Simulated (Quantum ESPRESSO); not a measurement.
Write the native input for Quantum ESPRESSO 7.5 that does the following.

| Quantity | Value |
| --- | --- |
| Task | band structure |
| Functional | PBEsol |
| Potentials or basis | GBRV 1.5 PBEsol |
| Cutoff | 612 eV |
| Density cutoff | 4898 eV |
| k mesh | 8 × 8 × 8 |
| Occupations | fermi-dirac, width 0.05 eV |
| Spin | collinear spin, ferromagnetic start |
| Starting moments | [0.0, 1.0, 1.0, 1.0] μB |
| Mixing beta | 0.3 |
| Most SCF iterations | 120 |
| SCF threshold | 8e-10 Ry |

Crystal: Ni3Ge.

```
Ge Ni
1.0
     3.53033    0.00000    0.00000
     0.00000    3.53033    0.00000
     0.00000    0.00000    3.53033
Ge Ni
1 3
Cartesian
  0.0000 0.0000 0.0000
  1.7652 1.7652 0.0000
  0.0000 1.7652 1.7652
  1.7652 0.0000 1.7652
```

The cell comes from a database or a generator and needn't be the stable form of this composition.

One way to write it, as run:

pw.in

```
&CONTROL
  calculation = 'scf'
  prefix = 'pwscf'
  outdir = './tmp'
  pseudo_dir = './pseudo'
  tprnfor = .true.
  tstress = .true.
  disk_io = 'low'
/
&SYSTEM
  ibrav = 0
  nat = 4
  ntyp = 2
  ecutwfc = 45
  ecutrho = 360
  nbnd = 48
  occupations = 'smearing'
  smearing = 'fd'
  degauss = 0.00367493
  nspin = 2
  starting_magnetization(1) = 0
  starting_magnetization(2) = 0.0556
/
&ELECTRONS
  conv_thr = 8d-10
  electron_maxstep = 120
  mixing_beta = 0.3
/
ATOMIC_SPECIES
Ge    72.6300 ge_pbesol_v1.4.uspp.F.UPF
Ni    58.6934 ni_pbesol_v1.4.uspp.F.UPF
CELL_PARAMETERS angstrom
   3.5303341067    0.0000000000    0.0000000000
   0.0000000000    3.5303341067    0.0000000000
   0.0000000000    0.0000000000    3.5303341067
ATOMIC_POSITIONS crystal
Ge     0.0000000000    0.0000000000    0.0000000000
Ni     0.5000000000    0.5000000000    0.0000000000
Ni     0.0000000000    0.5000000000    0.5000000000
Ni     0.5000000000    0.0000000000    0.5000000000
K_POINTS automatic
8 8 8 0 0 0
```

bands.in

```
&CONTROL
  calculation = 'bands'
  prefix = 'pwscf'
  outdir = './tmp'
  pseudo_dir = './pseudo'
  disk_io = 'low'
  verbosity = 'high'
/
&SYSTEM
  ibrav = 0
  nat = 4
  ntyp = 2
  ecutwfc = 45
  ecutrho = 360
  nbnd = 48
  occupations = 'smearing'
  smearing = 'fd'
  degauss = 0.00367493
  nspin = 2
  starting_magnetization(1) = 0
  starting_magnetization(2) = 0.0556
/
&ELECTRONS
  conv_thr = 1d-08
  electron_maxstep = 120
  mixing_beta = 0.3
  diago_full_acc = .true.
  startingwfc = 'random'
/
ATOMIC_SPECIES
Ge    72.6300 ge_pbesol_v1.4.uspp.F.UPF
Ni    58.6934 ni_pbesol_v1.4.uspp.F.UPF
CELL_PARAMETERS angstrom
   3.5303341067    0.0000000000    0.0000000000
   0.0000000000    3.5303341067    0.0000000000
   0.0000000000    0.0000000000    3.5303341067
ATOMIC_POSITIONS crystal
Ge     0.0000000000    0.0000000000    0.0000000000
Ni     0.5000000000    0.5000000000    0.0000000000
Ni     0.0000000000    0.5000000000    0.5000000000
Ni     0.5000000000    0.0000000000    0.5000000000
K_POINTS crystal
60
 0.0000000000  0.0000000000  0.0000000000 1
 0.0000000000  0.0714285714  0.0000000000 1
 0.0000000000  0.1428571429  0.0000000000 1
 0.0000000000  0.2142857143  0.0000000000 1
 0.0000000000  0.2857142857  0.0000000000 1
 0.0000000000  0.3571428571  0.0000000000 1
 0.0000000000  0.4285714286  0.0000000000 1
 0.0000000000  0.5000000000  0.0000000000 1
 0.0714285714  0.5000000000  0.0000000000 1
 0.1428571429  0.5000000000  0.0000000000 1
 0.2142857143  0.5000000000  0.0000000000 1
 0.2857142857  0.5000000000  0.0000000000 1
 0.3571428571  0.5000000000  0.0000000000 1
 0.4285714286  0.5000000000  0.0000000000 1
 0.5000000000  0.5000000000  0.0000000000 1
 0.4545454545  0.4545454545  0.0000000000 1
 0.4090909091  0.4090909091  0.0000000000 1
 0.3636363636  0.3636363636  0.0000000000 1
 0.3181818182  0.3181818182  0.0000000000 1
 0.2727272727  0.2727272727  0.0000000000 1
 0.2272727273  0.2272727273  0.0000000000 1
 0.1818181818  0.1818181818  0.0000000000 1
 0.1363636364  0.1363636364  0.0000000000 1
 0.0909090909  0.0909090909  0.0000000000 1
 0.0454545455  0.0454545455  0.0000000000 1
 0.0000000000  0.0000000000  0.0000000000 1
 0.0357142857  0.0357142857  0.0357142857 1
 0.0714285714  0.0714285714  0.0714285714 1
 0.1071428571  0.1071428571  0.1071428571 1
 0.1428571429  0.1428571429  0.1428571429 1
 0.1785714286  0.1785714286  0.1785714286 1
 0.2142857143  0.2142857143  0.2142857143 1
 0.2500000000  0.2500000000  0.2500000000 1
 0.2857142857  0.2857142857  0.2857142857 1
 0.3214285714  0.3214285714  0.3214285714 1
 0.3571428571  0.3571428571  0.3571428571 1
 0.3928571429  0.3928571429  0.3928571429 1
 0.4285714286  0.4285714286  0.4285714286 1
 0.4642857143  0.4642857143  0.4642857143 1
 0.5000000000  0.5000000000  0.5000000000 1
 0.4545454545  0.5000000000  0.4545454545 1
 0.4090909091  0.5000000000  0.4090909091 1
 0.3636363636  0.5000000000  0.3636363636 1
 0.3181818182  0.5000000000  0.3181818182 1
 0.2727272727  0.5000000000  0.2727272727 1
 0.2272727273  0.5000000000  0.2272727273 1
 0.1818181818  0.5000000000  0.1818181818 1
 0.1363636364  0.5000000000  0.1363636364 1
 0.0909090909  0.5000000000  0.0909090909 1
 0.0454545455  0.5000000000  0.0454545455 1
 0.0000000000  0.5000000000  0.0000000000 1
 0.5000000000  0.5000000000  0.0000000000 1
 0.5000000000  0.5000000000  0.0625000000 1
 0.5000000000  0.5000000000  0.1250000000 1
 0.5000000000  0.5000000000  0.1875000000 1
 0.5000000000  0.5000000000  0.2500000000 1
 0.5000000000  0.5000000000  0.3125000000 1
 0.5000000000  0.5000000000  0.3750000000 1
 0.5000000000  0.5000000000  0.4375000000 1
 0.5000000000  0.5000000000  0.5000000000 1
```

Potentials or basis: GBRV 1.5 PBEsol.

Command:

```console
$ OMP_NUM_THREADS=1 mpirun -n 2 pw.x -nk 2 -in pw.in > pw.out
$ OMP_NUM_THREADS=1 mpirun -n 2 pw.x -nk 2 -in bands.in > bands.out
```

It gave:

* Pressure: -1.2 GPa
* Band gap on the k mesh: none (metal or under the smearing width)
* Net moment: 0.00 μB per cell
* Absolute moment: 0.00 μB per cell
* Valence electrons inside the program's atomic spheres: Ge 11.98; Ni 16.81

Wall time 79 s on 2 MPI ranks on AMD EPYC 7R43 64-Core Processor (Zen 3), with other jobs on the host, peak memory 0.3 GiB a rank.
